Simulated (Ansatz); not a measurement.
Crystal: ZrS2.

```xyz
3
Lattice="3.6914 0.0000 0.0000 -1.8457 3.1968 0.0000 0.0000 0.0000 6.0411" Properties=species:S:1:pos:R:3 pbc="T T T"
Zr    0.0000    0.0000    0.0000
S     0.0000    2.1312    1.4372
S     1.8457    1.0656    4.6038
```

The cell is a database's computed one.

```yaml
Program: Ansatz 0.2.0
Task: relaxation of cell and atoms
Functional: BLYP
Dispersion: D3(BJ)
Potentials_or_basis: Ansatz PAW
Cutoff: "420 eV (not typed: the program's choice for these potentials)"
k_mesh: 8 × 8 × 5
Occupations: fermi-dirac, width 0.05 eV
Spin: no spin polarisation
```

At the start: volume 23.76 Å³/atom.

How do energy, volume and symmetry change on relaxing?

It ends after 6 steps and the volume is 21.48 Å³/atom (-9.6 %); space group P-3m1 (No. 164, to 0.05 Å).

The path:
```csv
step,energy change (eV),largest force (eV/Å),volume (Å³)
1,0.0000,0.2994,71.29
2,-0.0620,0.4329,64.88
3,-0.0931,0.1767,64.64
4,-0.0972,0.0051,64.18
5,-0.0972,0.0095,64.43
6,-0.0966,0.0096,64.43
```

Final structure:
```cif
data_structure
_symmetry_space_group_name_H-M 'P 1'
_symmetry_Int_Tables_number 1
_cell_length_a 3.6561
_cell_length_b 3.6561
_cell_length_c 5.5656
_cell_angle_alpha 90.000
_cell_angle_beta 90.000
_cell_angle_gamma 120.000
_cell_volume 64.43
loop_
_atom_site_label
_atom_site_type_symbol
_atom_site_fract_x
_atom_site_fract_y
_atom_site_fract_z
_atom_site_occupancy
Zr1 Zr 0.00000 0.00000 0.00000 1
S1 S 0.33333 0.66667 0.26181 1
S2 S 0.66667 0.33333 0.73819 1
```

Caveat: the plane-wave basis is chosen anew once the cell has moved, so the energies of steps on either side of that aren't comparable; the PAW data sets come from PBE, with cores solved anew for the run's functional, which leaves a small shift of forces and pressure.
